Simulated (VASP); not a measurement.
**From VASP inputs to Ansatz: CsI (distorted CsCl)**

INCAR

```
GGA = PS
NELM = 120
LASPH = .TRUE.
NSW = 0
LREAL = .FALSE.
LWAVE = .FALSE.
ISIF = 2
NBANDS = 15
LCHARG = .FALSE.
ENCUT = 520
ISMEAR = -1
SIGMA = 0.02
IBRION = -1
EDIFF = 1E-7
PREC = Accurate
```

KPOINTS

```
KPOINTS created by Atomic Simulation Environment
0
Gamma
6 6 6
0 0 0
```

POSCAR

```
Cs I
 1.0000000000000000
     4.5052000000000003   -0.0209000000000000    0.0332000000000000
    -0.0209000000000000    4.5895999999999999    0.0842000000000000
     0.0332000000000000    0.0842000000000000    4.5488000000000000
 Cs  I
   1   1
Cartesian
  4.5209920400000012  0.0942182200000000  4.5624316800000004
  2.2364530999999999  2.3714883900000001  2.3314880800000002
```

VASP ran with the recommended PBE PAW datasets (16 valence electrons in the cell).

Problem. Translate these files to an Ansatz input.

Solution. 

```yaml
crystal:
  lattice:
    - [4.5052, -0.0209, 0.0332]
    - [-0.0209, 4.5896, 0.0842]
    - [0.0332, 0.0842, 4.5488]
  atoms:
    - { symbol: Cs, position: [0.9962, 0.0068, 0.9956] }
    - { symbol: I, position: [0.4951, 0.5098, 0.4995] }
kpoints:
  mp_grid: { grid: [6, 6, 6] }
hamiltonian:
  xc: pbesol
scf:
  occupations: { method: fermi_dirac, width: 0.02 }
  n_extra_bands: 4
output:
  forces: true
  stress: true
  eigenvalues: true
```

Other inputs would serve too.

```json
{"": "gap between bands v and c on the k mesh", "VASP": "3.70 eV", "Ansatz": "3.71 eV"}
{"": "least direct gap on the k mesh", "VASP": "3.78 eV", "Ansatz": "3.79 eV"}
{"": "pressure", "VASP": "-0.2 GPa", "Ansatz": "-0.3 GPa"}
{"": "largest force", "VASP": "0.01 eV/Å", "Ansatz": "0.01 eV/Å"}
```

The two codes use different PAW datasets and cutoffs. VASP's cell holds 16 valence electrons and Ansatz's 26. Ansatz's stress includes a Pulay correction; VASP's doesn't.
